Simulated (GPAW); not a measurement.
## MoS2: dielectric tensor with LDA

**What was measured.**

“Multiwavelength excitation Raman Scattering Analysis of bulk and 2 dimensional MoS2: Vibrational properties of atomically thin MoS2 layers”, 2015, arxiv:1506.03228 reports, for a bulk crystal of MoS2 at 300 K: band gap 1.3 eV (indirect).

MoS2:

```
Mo S
1.0
     3.16900    0.00000    0.00000
    -1.58450    2.74443    0.00000
     0.00000    0.00000   12.32400
Mo S
2 4
Direct
  0.66667 0.33333 0.75000
  0.33333 0.66667 0.25000
  0.66667 0.33333 0.37700
  0.33333 0.66667 0.87700
  0.66667 0.33333 0.12300
  0.33333 0.66667 0.62300
```

```yaml
Program: GPAW 26.7.0
Task: dielectric tensor
Functional: LDA
Potentials_or_basis: the program's PAW data sets (release 1.2.1) made for this functional
Cutoff: 450 eV
Basis: pw
k_mesh: 8 × 8 × 2
Occupations: fermi-dirac, width 0.001 eV
Spin: no spin polarisation
Response_ecut: 80 eV
Maxiter: 150
Response_k_mesh: 13 × 13 × 3
Response_bands: 74
Kernels: "[\"RPA\", \"Bootstrap\", \"ALDA_X\"]"
Coarser_k_mesh: 9 × 9 × 2
```

* Band gap on the k mesh: 0.90 eV, indirect (least direct gap 1.91 eV)
* Electronic dielectric tensor (diagonal): 13.83, 13.83, 6.23

Electronic dielectric tensor:
```
13.83  0.00  0.00
 0.00 13.83  0.00
 0.00  0.00  6.23
```

It took 4.8 min on 1 thread of AMD EPYC 9R45 96-Core Processor (Zen 5), on a shared host, peak memory 1.9 GiB.

Against the measured gap of MoS2, 1.3 eV (indirect; 300 K; “Multiwavelength excitation Raman Scattering Analysis of bulk and 2 dimensional MoS2: Vibrational properties of atomically thin MoS2 layers”, 2015, arxiv:1506.03228), the calculated 0.90 eV is off by -0.40 eV. Spin-orbit coupling on Mo is left out. The value is that of LDA on a finite k mesh, which can miss the band edges, without temperature or zero-point motion. Semilocal functionals fall short of measured gaps as a rule.

Caveat: the long-wavelength limit can be off by several per cent where d states take part; an odd mesh through Γ misses points on the zone boundary, where band edges often lie.
